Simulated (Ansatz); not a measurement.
FeGe:

```
Ge Fe
1.0
     4.68900    0.00000    0.00000
     0.00000    4.68900    0.00000
     0.00000    0.00000    4.68900
Ge Fe
4 4
Direct
  0.15800 0.34200 0.65800
  0.34200 0.65800 0.15800
  0.65800 0.15800 0.34200
  0.84200 0.84200 0.84200
  0.86500 0.63500 0.36500
  0.63500 0.36500 0.86500
  0.36500 0.86500 0.63500
  0.13500 0.13500 0.13500
```

Base run:

| Item | Value |
| --- | --- |
| Program | Ansatz 0.2.0 |
| Functional | PBEsol |
| Potentials or basis | Ansatz PAW |
| Cutoff | 420 eV |
| Density cutoff | 1680 eV |
| k mesh | 6 × 6 × 6 |
| Occupations | fermi-dirac, width 0.05 eV |
| Spin | collinear spin, ferromagnetic start |
| Starting moments | [0.0, 0.0, 0.0, 0.0, 3.0, 3.0, 3.0, 3.0] μB |

Its results: band gap on the k mesh none (metal or under the smearing width); pressure -10.0 GPa; net moment 4.21 μB per cell; site moments Ge -0.05; Fe +1.16 μB; largest force 0.142 eV/Å.

Task: After a change of settings the same cell gave: band gap on the k mesh none (metal or under the smearing width); pressure -2.7 GPa; net moment 4.24 μB per cell; site moments Ge -0.05; Fe +1.17 μB; largest force 0.076 eV/Å. Which change was it?
A. functional from PBEsol to LDA
B. functional from PBEsol to r2SCAN; cutoff from 420 eV to 500 eV; density cutoff from 1680 eV to 2000 eV
C. functional from PBEsol to PBE

Result: C.

PBE binds less tightly than PBEsol, so the same cell stands under more pressure.

Caveats: the PAW data sets come from PBE, with cores solved anew for the run's functional, which leaves a small shift of forces and pressure (some runs).

Not every run made on this cell is shown here.
